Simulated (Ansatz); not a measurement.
# Cl: the crystal squeezed far

How does Cl (sc type) answer strong compression, and how long do frozen cores keep up with all electrons? The runs shown use LAPW, crystal datasets and norm-conserving. Companion runs by PAW are cited. Its runs: the reference run (LAPW); volume scaled by 1 (crystal datasets and norm-conserving); volume scaled by 0.95 (LAPW and crystal datasets); volume scaled by 0.85 (LAPW); volume scaled by 0.75 (LAPW); volume scaled by 0.65 (LAPW); volume scaled by 0.55 (LAPW); volume scaled by 0.45 (LAPW); volume scaled by 0.4 (LAPW, crystal datasets and norm-conserving).

Method: DFT PBE, with the methods named in each step, in Ansatz 0.2.0.

## (1) The system as given

Symmetry: Pm-3m, No. 221, cubic system. The conventional cell has a = 2.867 Å, b = 2.867 Å, c = 2.867 Å, α = 90.00°, β = 90.00°, γ = 90.00°. Around Cl (site symmetry m-3m) lie 6 Cl at 2.87 Å.

Structure file:

```
CELL_PARAMETERS angstrom
2.86689 0.00000 0.00000
0.00000 2.86689 0.00000
0.00000 0.00000 2.86689
ATOMIC_POSITIONS crystal
Cl 0.00000 0.00000 0.00000
```

Whether this phase is the stable one at these pressures isn't tested.

## (2) The reference volume, LAPW

Contents of input.yaml:

```yaml
crystal:
  lattice:
    - [2.8668937802, 0.0, 0.0]
    - [0.0, 2.8668937802, 0.0]
    - [0.0, 0.0, 2.8668937802]
  atoms:
    - { symbol: Cl, position: [0.0, 0.0, 0.0] }
kpoints:
  mp_grid: { grid: [15, 15, 15] }
  band_path:
    path:
      - [0.0, 0.0, 0.0]
      - [0.0, 0.5, 0.0]
      - [0.5, 0.5, 0.0]
      - [0.0, 0.0, 0.0]
      - [0.5, 0.5, 0.5]
      - [0.0, 0.5, 0.0]
      - [0.5, 0.5, 0.5]
      - [0.5, 0.5, 0.0]
    npoints: 14
scf:
  occupations: { method: fermi_dirac, width: 0.1 }
hamiltonian:
  xc: pbe
  pseudopotentials: { kind: all_electron, lapw: { basis_error: 0.001 } }
output:
  forces: true
  stress: true
  eigenvalues: true
  populations: true
  dos: { projected: true, de: 0.2, e_range: [-14, 8] }
```

Command:

```console
> ansatz run input.yaml --threads 1 --pin off --max-ram 2048MiB --backend cpu --events-out ev --progress --plain --runs-dir out
```

## (3) Volume scaled by 1, crystal datasets

Contents of input.yaml:

```yaml
crystal:
  lattice:
    - [2.8668937802, 0.0, 0.0]
    - [0.0, 2.8668937802, 0.0]
    - [0.0, 0.0, 2.8668937802]
  atoms:
    - { symbol: Cl, position: [0.0, 0.0, 0.0] }
kpoints:
  mp_grid: { grid: [15, 15, 15] }
scf:
  occupations: { method: fermi_dirac, width: 0.1 }
hamiltonian:
  xc: pbe
  pseudopotentials: { kind: all_electron, datasets: crystal }
output:
  forces: true
  stress: true
  eigenvalues: true
```

## (4) Volume scaled by 1, norm-conserving

input.yaml, as its differences from that of step 3:

```diff
@@ -13,3 +13,3 @@
   xc: pbe
-  pseudopotentials: { kind: all_electron, datasets: crystal }
+  pseudopotentials: { kind: nc }
 output:
```

## (5) Volume scaled by 0.95, LAPW

Contents of input.yaml:

```yaml
crystal:
  lattice:
    - [2.8182929713, 0.0, 0.0]
    - [0.0, 2.8182929713, 0.0]
    - [0.0, 0.0, 2.8182929713]
  atoms:
    - { symbol: Cl, position: [0.0, 0.0, 0.0] }
kpoints:
  mp_grid: { grid: [15, 15, 15] }
scf:
  occupations: { method: fermi_dirac, width: 0.1 }
hamiltonian:
  xc: pbe
  pseudopotentials: { kind: all_electron, lapw: { basis_error: 0.001 } }
output:
  forces: true
  stress: true
  eigenvalues: true
  populations: true
```

## (6) Volume scaled by 0.95, crystal datasets

input.yaml, as its differences from that of step 5:

```diff
@@ -13,3 +13,3 @@
   xc: pbe
-  pseudopotentials: { kind: all_electron, lapw: { basis_error: 0.001 } }
+  pseudopotentials: { kind: all_electron, datasets: crystal }
 output:
@@ -18,2 +18 @@
   eigenvalues: true
-  populations: true
```

## (7) Volume scaled by 0.85, LAPW

Contents of input.yaml:

```yaml
crystal:
  lattice:
    - [2.7157174174, 0.0, 0.0]
    - [0.0, 2.7157174174, 0.0]
    - [0.0, 0.0, 2.7157174174]
  atoms:
    - { symbol: Cl, position: [0.0, 0.0, 0.0] }
kpoints:
  mp_grid: { grid: [15, 15, 15] }
scf:
  occupations: { method: fermi_dirac, width: 0.1 }
hamiltonian:
  xc: pbe
  pseudopotentials: { kind: all_electron, lapw: { basis_error: 0.001 } }
output:
  forces: true
  stress: true
  eigenvalues: true
  populations: true
```

## (8) Volume scaled by 0.75, LAPW

input.yaml, as its differences from that of step 7:

```diff
@@ -2,5 +2,5 @@
   lattice:
-    - [2.7157174174, 0.0, 0.0]
-    - [0.0, 2.7157174174, 0.0]
-    - [0.0, 0.0, 2.7157174174]
+    - [2.6047458628, 0.0, 0.0]
+    - [0.0, 2.6047458628, 0.0]
+    - [0.0, 0.0, 2.6047458628]
   atoms:
```

## (9) Volume scaled by 0.65, LAPW

input.yaml, as its differences from that of step 8:

```diff
@@ -2,5 +2,5 @@
   lattice:
-    - [2.6047458628, 0.0, 0.0]
-    - [0.0, 2.6047458628, 0.0]
-    - [0.0, 0.0, 2.6047458628]
+    - [2.4834155033, 0.0, 0.0]
+    - [0.0, 2.4834155033, 0.0]
+    - [0.0, 0.0, 2.4834155033]
   atoms:
```

## (10) Volume scaled by 0.55, LAPW

input.yaml, as its differences from that of step 9:

```diff
@@ -2,5 +2,5 @@
   lattice:
-    - [2.4834155033, 0.0, 0.0]
-    - [0.0, 2.4834155033, 0.0]
-    - [0.0, 0.0, 2.4834155033]
+    - [2.3489070547, 0.0, 0.0]
+    - [0.0, 2.3489070547, 0.0]
+    - [0.0, 0.0, 2.3489070547]
   atoms:
```

## (11) Volume scaled by 0.45, LAPW

Contents of input.yaml:

```yaml
crystal:
  lattice:
    - [2.1969277455, 0.0, 0.0]
    - [0.0, 2.1969277455, 0.0]
    - [0.0, 0.0, 2.1969277455]
  atoms:
    - { symbol: Cl, position: [0.0, 0.0, 0.0] }
kpoints:
  mp_grid: { grid: [15, 15, 15] }
  band_path:
    path:
      - [0.0, 0.0, 0.0]
      - [0.0, 0.5, 0.0]
      - [0.5, 0.5, 0.0]
      - [0.0, 0.0, 0.0]
      - [0.5, 0.5, 0.5]
      - [0.0, 0.5, 0.0]
      - [0.5, 0.5, 0.5]
      - [0.5, 0.5, 0.0]
    npoints: 8
scf:
  occupations: { method: fermi_dirac, width: 0.1 }
hamiltonian:
  xc: pbe
  pseudopotentials: { kind: all_electron, lapw: { basis_error: 0.001 } }
output:
  forces: true
  stress: true
  eigenvalues: true
  populations: true
  dos: { projected: true, de: 0.2, e_range: [-14, 8] }
```

## (12) Volume scaled by 0.4, LAPW

input.yaml, as its differences from that of step 11:

```diff
@@ -2,5 +2,5 @@
   lattice:
-    - [2.1969277455, 0.0, 0.0]
-    - [0.0, 2.1969277455, 0.0]
-    - [0.0, 0.0, 2.1969277455]
+    - [2.1123453979, 0.0, 0.0]
+    - [0.0, 2.1123453979, 0.0]
+    - [0.0, 0.0, 2.1123453979]
   atoms:
```

## (13) Volume scaled by 0.4, crystal datasets

Contents of input.yaml:

```yaml
crystal:
  lattice:
    - [2.1123453979, 0.0, 0.0]
    - [0.0, 2.1123453979, 0.0]
    - [0.0, 0.0, 2.1123453979]
  atoms:
    - { symbol: Cl, position: [0.0, 0.0, 0.0] }
kpoints:
  mp_grid: { grid: [15, 15, 15] }
scf:
  occupations: { method: fermi_dirac, width: 0.1 }
hamiltonian:
  xc: pbe
  pseudopotentials: { kind: all_electron, datasets: crystal }
output:
  forces: true
  stress: true
  eigenvalues: true
```

## (14) Volume scaled by 0.4, norm-conserving

input.yaml, as its differences from that of step 13:

```diff
@@ -13,3 +13,3 @@
   xc: pbe
-  pseudopotentials: { kind: all_electron, datasets: crystal }
+  pseudopotentials: { kind: nc }
 output:
```

(Steps that only read results are left out.)

What does the calculation give? Wanted: LAPW pressure at 0.4 of the volume; PAW pressure at 0.4 of the volume; crystal datasets pressure at 0.4 of the volume; norm-conserving pressure at 0.4 of the volume; fitted bulk modulus at zero pressure.

As calculated:

| quantity | value |
| --- | --- |
| LAPW pressure at 0.4 of the volume | 213.3 GPa |
| PAW pressure at 0.4 of the volume | 212.8 GPa |
| PAW (cutoff 300 eV) pressure at 0.4 of the volume | 213.3 GPa |
| crystal datasets pressure at 0.4 of the volume | 213.3 GPa |
| norm-conserving pressure at 0.4 of the volume | 212.9 GPa |
| fitted bulk modulus at zero pressure (LAPW) | 51 GPa |
| its pressure derivative | 3.68 |

In words: By LAPW the pressure climbs to 213 GPa at 0.4 of the first volume. A third-order Birch-Murnaghan curve fits the range only roughly (B₀ = 51 GPa, B′ = 3.68, misfit at most 8.20 GPa). A fit over so wide a range leans to the high pressures, so B₀ can be off by several per cent. Where LAPW's pressure is over 3 GPa, PAW's departs from it by at most 0.3 %, at 0.4 of the volume. The ions are at rest, and the electrons smeared by 0.1 eV. Cl has an odd count of electrons, so a run without spin can force a false metal and spoil its energy.
